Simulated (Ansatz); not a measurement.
# ZnS: field gradients at two levels of theory

Cell: a structure deposited in the COD, whose atoms a relaxation with PBE at fixed cell left in place.

```cif
data_structure
_symmetry_space_group_name_H-M 'P 1'
_symmetry_Int_Tables_number 1
_cell_length_a 3.8227
_cell_length_b 3.8227
_cell_length_c 6.2607
_cell_angle_alpha 90.000
_cell_angle_beta 90.000
_cell_angle_gamma 120.000
_cell_volume 79.23
loop_
_atom_site_label
_atom_site_type_symbol
_atom_site_fract_x
_atom_site_fract_y
_atom_site_fract_z
_atom_site_occupancy
Zn1 Zn 0.33333 0.66667 0.00000 1
Zn2 Zn 0.66667 0.33333 0.50000 1
S3 S 0.33333 0.66667 0.37480 1
S4 S 0.66667 0.33333 0.87480 1
```

Sites (sets of like atoms) are named by element and the number of their first atom in this list.

First run. Method: Kohn–Sham DFT in Ansatz, PBE, plane waves and PAW, scalar-relativistic, 420 eV cutoff, Γ-centred 13×13×7 k-points, Fermi–Dirac smearing 0.02 eV.

```tsv
site	atom	V_zz (10²¹ V/m²)	η
Zn	1	0.051	0.00
S	3	0.22	0.00
```

Second run. The same atoms and settings, except that the functional is LDA.

Task: What does the second run give?

Result: 

```csv
site,atom,V_zz,η,change of V_zz
Zn,1,0.044,0.00,-0.01
S,3,0.21,0.00,-0.01
```

No V_zz moves by more than 0.01.

For the second run: At this cell the principal stresses reach 5 GPa in size with LDA, which can matter for small gradients.
